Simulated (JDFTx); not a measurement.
# TiC (Fm-3m) in JDFTx: reference runs, part 2 of 2

JDFTx 1.7.0 (patched build). Earlier steps stand in the parts before.

## Step 6: Equation of state, PBE, 9.95 Å³/atom (volume scaled by 0.98)

TiC.in

```
lattice \
    0.0000000000     4.0651474319     4.0651474319 \
    4.0651474319     0.0000000000     4.0651474319 \
    4.0651474319     4.0651474319     0.0000000000
coords-type Lattice
ion Ti     0.0000000000     0.0000000000     0.0000000000 1
ion C      0.5000000000     0.5000000000     0.5000000000 1

ion-species pseudo/Ti.upf
ion-species pseudo/C.upf
elec-cutoff 42
elec-ex-corr gga-PBE
kpoint-folding 11 11 11
elec-smearing Fermi 0.0018374661
elec-n-bands 14
electronic-SCF nIterations 100 energyDiffThreshold 1e-08
electronic-minimize nIterations 30 energyDiffThreshold 1e-7
forces-output-coords Cartesian

dump-name run.$VAR
dump End Ecomponents EigStats BandEigs Kpoints Forces Stress
```

Potentials or basis: PseudoDojo-SR-PBE-0.5-standard.

Command:

```
jdftx -c 1 -i TiC.in -o TiC.out
```

Log:

```text
*************** JDFTx 1.7.0 (patched build) ***************

Input parsed successfully to the following command list (including defaults):
[... the input with its defaults ...]

---------- Setting up symmetries ----------

Found 48 point-group symmetries of the bravais lattice
Found 48 space-group symmetries with basis
Applied RMS atom displacement 0 bohrs to make symmetries exact.

---------- Initializing the Grid ----------
R =
[            0      4.06515      4.06515  ]
[      4.06515            0      4.06515  ]
[      4.06515      4.06515            0  ]
unit cell volume = 134.357
G =
[  -0.772811   0.772811   0.772811  ]
[   0.772811  -0.772811   0.772811  ]
[   0.772811   0.772811  -0.772811  ]
Minimum fftbox size, Smin = [  36  36  36  ]
Chosen fftbox size, S = [  36  36  36  ]

---------- Exchange Correlation functional ----------
Initalized PBE GGA exchange.
Initalized PBE GGA correlation.

---------- Setting up pseudopotentials ----------
Width of ionic core gaussian charges (only for fluid interactions / plotting) set to 0

Reading pseudopotential file 'pseudo/Ti.upf':
  'Ti' pseudopotential, 'PBE' functional
  Generated using ONCVPSP code by D. R. Hamann
  12 valence electrons, 4 orbitals, 6 projectors, 1001 radial grid points, with lMax = 2
    3S    l: 0   occupation:  2.0   eigenvalue: -2.301740
    3P    l: 1   occupation:  6.0   eigenvalue: -1.428110
    3D    l: 2   occupation:  2.0   eigenvalue: -0.156511
    4S    l: 0   occupation:  2.0   eigenvalue: -0.164159
  Core radius for overlap checks: 1.61 bohrs.

Reading pseudopotential file 'pseudo/C.upf':
  'C' pseudopotential, 'PBE' functional
  Generated using ONCVPSP code by D. R. Hamann
  4 valence electrons, 2 orbitals, 4 projectors, 1001 radial grid points, with lMax = 1
    2S    l: 0   occupation:  2.0   eigenvalue: -0.505335
    2P    l: 1   occupation:  2.0   eigenvalue: -0.194238
  Core radius for overlap checks: 1.21 bohrs.

Initialized 2 species with 2 total atoms.

Folded 1 k-points by 11x11x11 to 1331 k-points.

[... 22 lines left out ...]
	FillingsUpdate:  mu: +0.582468591  nElectrons: 16.000000
[... 7 lines of inner loops ...]
LCAOMinimize: Iter:   5  F: -64.0649779809317579  |grad|_K:  6.987e-07  alpha:  2.832e-01  linmin:  2.989e-06  cgtest: -1.702e-05
	FillingsUpdate:  mu: +0.582128894  nElectrons: 16.000000
LCAOMinimize: Iter:   6  F: -64.0649779831920512  |grad|_K:  4.844e-08  alpha:  7.351e-01  linmin:  2.960e-03  cgtest: -6.461e-03
LCAOMinimize: Converged (|Delta F|<1.000000e-06 for 2 iters).

-------- Electronic minimization -----------
Will mix electronic density at each iteration.
	FillingsUpdate:  mu: +0.582128894  nElectrons: 16.000000
	FillingsUpdate:  mu: +0.571325329  nElectrons: 16.000000
SCF: Cycle:  0   F: -64.100414545957776   dF: -3.544e-02   |Residual|: 7.267e-02   |deigs|: 3.597e-02
	FillingsUpdate:  mu: +0.562536963  nElectrons: 16.000000
SCF: Cycle:  1   F: -64.102383943565655   dF: -1.969e-03   |Residual|: 3.297e-02   |deigs|: 1.355e-02
	FillingsUpdate:  mu: +0.555873971  nElectrons: 16.000000
SCF: Cycle:  2   F: -64.102876323934055   dF: -4.924e-04   |Residual|: 7.886e-03   |deigs|: 9.133e-03
	FillingsUpdate:  mu: +0.557438146  nElectrons: 16.000000
SCF: Cycle:  3   F: -64.102876370332766   dF: -4.640e-08   |Residual|: 4.933e-03   |deigs|: 1.817e-03
	FillingsUpdate:  mu: +0.557153132  nElectrons: 16.000000
SCF: Cycle:  4   F: -64.102892562571682   dF: -1.619e-05   |Residual|: 2.614e-03   |deigs|: 2.604e-04
	FillingsUpdate:  mu: +0.556670224  nElectrons: 16.000000
SCF: Cycle:  5   F: -64.102895961702330   dF: -3.399e-06   |Residual|: 2.210e-04   |deigs|: 6.700e-04
	FillingsUpdate:  mu: +0.556725029  nElectrons: 16.000000
SCF: Cycle:  6   F: -64.102896138494117   dF: -1.768e-07   |Residual|: 1.804e-04   |deigs|: 7.065e-05
	FillingsUpdate:  mu: +0.556690595  nElectrons: 16.000000
SCF: Cycle:  7   F: -64.102896187002315   dF: -4.851e-08   |Residual|: 1.164e-04   |deigs|: 4.314e-05
	FillingsUpdate:  mu: +0.556690531  nElectrons: 16.000000
SCF: Cycle:  8   F: -64.102896195383110   dF: -8.381e-09   |Residual|: 1.400e-04   |deigs|: 5.170e-06
	FillingsUpdate:  mu: +0.556690288  nElectrons: 16.000000
SCF: Cycle:  9   F: -64.102896193354681   dF: +2.028e-09   |Residual|: 1.609e-04   |deigs|: 7.089e-06
	FillingsUpdate:  mu: +0.556689519  nElectrons: 16.000000
SCF: Cycle: 10   F: -64.102896193148837   dF: +2.058e-10   |Residual|: 1.577e-04   |deigs|: 7.992e-06
	FillingsUpdate:  mu: +0.556691606  nElectrons: 16.000000
SCF: Cycle: 11   F: -64.102896195510738   dF: -2.362e-09   |Residual|: 9.020e-05   |deigs|: 1.541e-05
	FillingsUpdate:  mu: +0.556692714  nElectrons: 16.000000
SCF: Cycle: 12   F: -64.102896196257490   dF: -7.468e-10   |Residual|: 1.802e-04   |deigs|: 1.431e-05
SCF: Converged (|Delta E|<1.000000e-08 for 2 iters).

Setting wave functions to eigenvectors of Hamiltonian

# Stress tensor in Cartesian coordinates [Eh/a0^3]:
[ -0.000190606            0            0  ]
[            0 -0.000190606            0  ]
[            0            0 -0.000190606  ]

# Ionic positions in lattice coordinates:
ion Ti   0.000000000000000   0.000000000000000   0.000000000000000 1
ion C   0.500000000000000   0.500000000000000   0.500000000000000 1

# Forces in Cartesian coordinates:
force Ti  -0.000000000000000  -0.000000000000000  -0.000000000000000 1
force C   0.000000000000000  -0.000000000000000  -0.000000000000000 1

# Energy components:
   Eewald =      -51.5474716996797326
       EH =       11.2780912908849160
     Eloc =      -42.1532272487542983
      Enl =        0.5347811546339921
      Exc =      -10.8987835606031496
 Exc_core =        1.3377159920397821
       KE =       27.3460838201140319
-------------------------------------
     Etot =      -64.1028102513644740
       TS =        0.0000859448930152
-------------------------------------
        F =      -64.1028961962574897

IonicMinimize: Iter:   0  F: -64.102896196257490  |grad|_K:  6.521e-42
IonicMinimize: Converged (|grad|_K<1.000000e-04).

#--- Lowdin population analysis ---
# oxidation-state Ti +0.839
# oxidation-state C -0.795

Dumping 'run.eigStats' ...
	eMin: -1.522183 at state 0 ( [ +0.000000 +0.000000 +0.000000 ] spin 0 )
	HOMO: +0.551888 at state 34 ( [ +0.000000 +0.454545 +0.454545 ] spin 0 )
	mu  : +0.556693
	LUMO: +0.560071 at state 1 ( [ +0.000000 +0.000000 +0.090909 ] spin 0 )
	eMax: +1.073646 at state 54 ( [ +0.181818 +0.454545 -0.363636 ] spin 0 )
	HOMO-LUMO gap: +0.008183
	Optical gap  : +0.010509 at state 1 ( [ +0.000000 +0.000000 +0.090909 ] spin 0 )
Done!
[note: the HOMO, LUMO and gaps printed at the end count levels as full or empty at half filling, so they show a gap where a level is partly filled]
```

It took 70 s on 1 thread of Arm Neoverse V1, shared host; peak memory 0.09 GiB.

What came out:

| Item | Value |
| --- | --- |
| Free energy | -1744.3287 eV |
| Pressure | 5.6 GPa |
| Band gap on the k mesh | none (metal or under the smearing width) |
| Loewdin charges | Ti +0.84; C -0.80 e |

## Step 7: Equation of state, PBE, 10.16 Å³/atom

TiC.in: that of step 6 with these lines changed.

```diff
@@ -1,5 +1,5 @@
 lattice \
-    0.0000000000     4.0651474319     4.0651474319 \
-    4.0651474319     0.0000000000     4.0651474319 \
-    4.0651474319     4.0651474319     0.0000000000
+    0.0000000000     4.0926154775     4.0926154775 \
+    4.0926154775     0.0000000000     4.0926154775 \
+    4.0926154775     4.0926154775     0.0000000000
 coords-type Lattice
```

Command:

```
jdftx -c 1 -i TiC.in -o TiC.out
```

Run time: 58 s. Hardware: 1 thread of Arm Neoverse V1, shared host; peak memory 0.1 GiB.

It converged, with:

```yaml
Free_energy: -1744.3363 eV
Pressure: 0.3 GPa
Band_gap_on_the_k_mesh: none (metal or under the smearing width)
Loewdin_charges: Ti +0.85; C -0.81 e
```

## Step 8: Equation of state, PBE, 10.36 Å³/atom (volume scaled by 1.02)

TiC.in: that of step 7 with these lines changed.

```diff
@@ -1,5 +1,5 @@
 lattice \
-    0.0000000000     4.0926154775     4.0926154775 \
-    4.0926154775     0.0000000000     4.0926154775 \
-    4.0926154775     4.0926154775     0.0000000000
+    0.0000000000     4.1197196812     4.1197196812 \
+    4.1197196812     0.0000000000     4.1197196812 \
+    4.1197196812     4.1197196812     0.0000000000
 coords-type Lattice
```

Command:

```
jdftx -c 1 -i TiC.in -o TiC.out
```

Run time: 90 s. Hardware: 1 thread of Arm Neoverse V1, shared host; peak memory 0.1 GiB.

It converged, with:

- Free energy: -1744.3310 eV
- Pressure: -4.5 GPa
- Band gap on the k mesh: none (metal or under the smearing width)
- Loewdin charges: Ti +0.86; C -0.81 e

## Step 9: Equation of state, PBE, 10.56 Å³/atom (volume scaled by 1.04)

TiC.in: that of step 8 with these lines changed.

```diff
@@ -1,5 +1,5 @@
 lattice \
-    0.0000000000     4.1197196812     4.1197196812 \
-    4.1197196812     0.0000000000     4.1197196812 \
-    4.1197196812     4.1197196812     0.0000000000
+    0.0000000000     4.1464718572     4.1464718572 \
+    4.1464718572     0.0000000000     4.1464718572 \
+    4.1464718572     4.1464718572     0.0000000000
 coords-type Lattice
```

Potentials or basis: PseudoDojo-SR-PBE-0.5-standard.

Command:

```
jdftx -c 1 -i TiC.in -o TiC.out
```

Wall time 57 s (1 thread of Arm Neoverse V1, shared host); peak memory 0.1 GiB.

The run converged. Its results:

* Free energy: -1744.3142 eV
* Pressure: -8.9 GPa
* Band gap on the k mesh: none (metal or under the smearing width)
* Loewdin charges: Ti +0.87; C -0.82 e

## Step 10: Equation of state, PBE, 10.77 Å³/atom (volume scaled by 1.06)

TiC.in: that of step 9 with these lines changed.

```diff
@@ -1,5 +1,5 @@
 lattice \
-    0.0000000000     4.1464718572     4.1464718572 \
-    4.1464718572     0.0000000000     4.1464718572 \
-    4.1464718572     4.1464718572     0.0000000000
+    0.0000000000     4.1728832181     4.1728832181 \
+    4.1728832181     0.0000000000     4.1728832181 \
+    4.1728832181     4.1728832181     0.0000000000
 coords-type Lattice
```

Command:

```
jdftx -c 1 -i TiC.in -o TiC.out
```

Wall time 58 s (1 thread of Arm Neoverse V1, shared host); peak memory 0.1 GiB.

Results (log left out):

```yaml
Free_energy: -1744.2869 eV
Pressure: -12.8 GPa
Band_gap_on_the_k_mesh: none (metal or under the smearing width)
Loewdin_charges: Ti +0.88; C -0.83 e
```

## Step 11: Equation of state, PBE

Potentials or basis: PseudoDojo-SR-PBE-0.5-standard.

This step only gathers the single runs of the series.

Results:

| Quantity | Value |
| --- | --- |
| Equilibrium volume | 10.17 Å³/atom |
| Bulk modulus | 251 GPa |
| Pressure derivative of the bulk modulus | 4.0 |

Energy against volume, from the lowest point:
| volume (Å³/atom) | energy (meV/atom) |
| --- | --- |
| 9.548 | 33.39 |
| 9.752 | 14.68 |
| 9.955 | 3.79 |
| 10.158 | 0.00 |
| 10.361 | 2.61 |
| 10.564 | 11.02 |
| 10.767 | 24.68 |

## Step 12: Summary

| task | cell | further solve for the empty bands | gap on the mesh (eV) | pressure (GPa) |
| --- | --- | --- | --- | --- |
| single point | as given | yes | none | 0.3 |
| single point | atoms moved at random, drawn with an rms of 0.05 Å | yes | none | 0.8 |
| equation of state | as given | - | - | - |

Alike in all rows: level PBE; potentials or basis PseudoDojo-SR-PBE-0.5-standard; no spin polarisation; k mesh 11 × 11 × 11; cutoff (eV) 1143; smearing fermi-dirac 0.05 eV.

Absolute energies hang on the potentials; compare differences alone.
